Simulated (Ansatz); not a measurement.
# From the elastic tensor of FeCo3 to moduli and sound speeds

These are results of DFT PBEsol, scalar-relativistic, plane waves, PAW (Ansatz), not measurements. Settings: 420 eV plane-wave cutoff, Γ-centred 12×12×12 mesh, Gaussian smearing of 0.20 eV. Collinear spin, site moments 2.5, 1.6, 1.6, 1.6 μB.

Symmetry: Pm-3m, No. 221, cubic system. Conventional cell: a = 3.487 Å, b = 3.487 Å, c = 3.487 Å, α = 90.00°, β = 90.00°, γ = 90.00°. Fe (site symmetry m-3m) is surrounded by 12 Co at 2.47 Å. Co (site symmetry 4/mmm) has 4 Fe at 2.47 Å and 8 Co at 2.47 Å as nearest neighbours.

In a metal, frequencies and elastic constants depend on the k mesh and the smearing, soft modes and shear constants most.

Relaxed-ion constants (GPa, on the Cartesian axes of the calculation):
```
291.8 183.4 183.4   0.0   0.0   0.0
183.4 291.8 183.4   0.0   0.0   0.0
183.4 183.4 291.8   0.0   0.0   0.0
  0.0   0.0   0.0 150.3   0.0   0.0
  0.0   0.0   0.0   0.0 150.3   0.0
  0.0   0.0   0.0   0.0   0.0 150.3
```

Density 9.111 g/cm³; 4 atoms in 42.40 Å³.

The values that follow are for a polycrystal of randomly turned grains, by Hill's mean where one number stands. In a crystal this anisotropic the Voigt and Reuss bounds lie far apart, so Hill's mean and the sound speeds and Debye temperature from it are rough.

With S = C⁻¹: B_V = (C11+C22+C33+2(C12+C13+C23))/9, G_V = (C11+C22+C33−C12−C13−C23+3(C44+C55+C66))/15, 1/B_R = S11+S22+S33+2(S12+S13+S23), 15/G_R = 4(S11+S22+S33−S12−S13−S23)+3(S44+S55+S66); Hill is their mean. Then v_l = √((B+4G/3)/ρ), v_t = √(G/ρ), v_m = [(2/v_t³+1/v_l³)/3]^(−1/3) and Θ = (ħ/k_B)·v_m·(6π²n/V)^(1/3) for n atoms in the volume V; E = 9BG/(3B+G), ν = (3B−2G)/(2(3B+G)) and A^U = 5G_V/G_R + B_V/B_R − 6.

```json
{
 "Bulk modulus, Voigt / Reuss / Hill": "219.6 / 219.6 / 219.6 GPa",
 "Shear modulus, Voigt / Reuss / Hill": "111.9 / 87.9 / 99.9 GPa",
 "Young's modulus": "260 GPa",
 "Poisson ratio": "0.302",
 "Pugh ratio B/G": "2.20 (over 1.75, the rule of thumb for ductile)",
 "Universal anisotropy index": "1.36",
 "Longitudinal and transverse sound speeds": "6222 and 3311 m/s",
 "Debye temperature from the mean sound speed": "501 K"
}
```

Whether FeCo3 exists in this form wasn't checked.

Cost: 1 run of about 4.2 core-minutes, on Oxide Virtual Turin-like Processor (Zen 5) (shared hosts).

The ferromagnetic L1₂ cell resists small homogeneous strains, since all the cubic stability conditions are met, but its shear response is strongly directional. C44, at 150.3 GPa, is more than twice the tetragonal shear constant (C11 − C12)/2, so a single crystal is stiffest along ⟨111⟩ and softest along ⟨100⟩. Much of this follows from the close-packed geometry: central forces between nearest neighbours along ⟨110⟩ already make the tetragonal shear the softer one. The additional softness probably reflects d-band energetics, as this strain begins the Bain path towards bcc, the structure that competes with fcc in Co-rich Fe–Co alloys.

C12 exceeds C44, as is common in metals where the electron density contributes a many-body, weakly directional part to the cohesion. This agrees with the ductile side of the Pugh criterion, though neither indicator captures dislocation mobility or grain-boundary cohesion. The elastic constants probe only long-wavelength distortions, so instabilities at finite wavevector remain possible.
